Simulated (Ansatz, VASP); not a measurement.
## Two plane-wave programs on Mg

```
CELL_PARAMETERS angstrom
-1.80443 1.80443 1.80443
1.80443 -1.80443 1.80443
1.80443 1.80443 -1.80443
ATOMIC_POSITIONS crystal
Mg 0.00000 0.00000 0.00000
```

Alike in both runs: task single point; functional BLYP; k mesh 14 × 14 × 14; occupations fermi-dirac, width 0.1 eV; no spin polarisation.

|  | VASP | Ansatz |
| --- | --- | --- |
| version | VASP 6.6.1 | Ansatz 0.2.0 |
| potentials or method | VASP PAW PBE potentials, release 64 (Mg) | plane waves (420 eV) with PAW, scalar-relativistic |
| plane-wave cutoff (eV) | 520 | 420 |
| valence electrons in the cell | 2 | 10 |

Ansatz gave:

| Property | Result |
| --- | --- |
| pressure (GPa) | 0.0 |

Task: What did VASP give for the same quantities?

Result: Pressure (GPa): -0.1.

The functional is the same, so the differences come from potentials, cutoffs and numerics. The two sets of potentials don't hold the same shells in valence.

Caveats: the PAW data sets were made with another functional, which shifts forces and pressure a little (VASP).
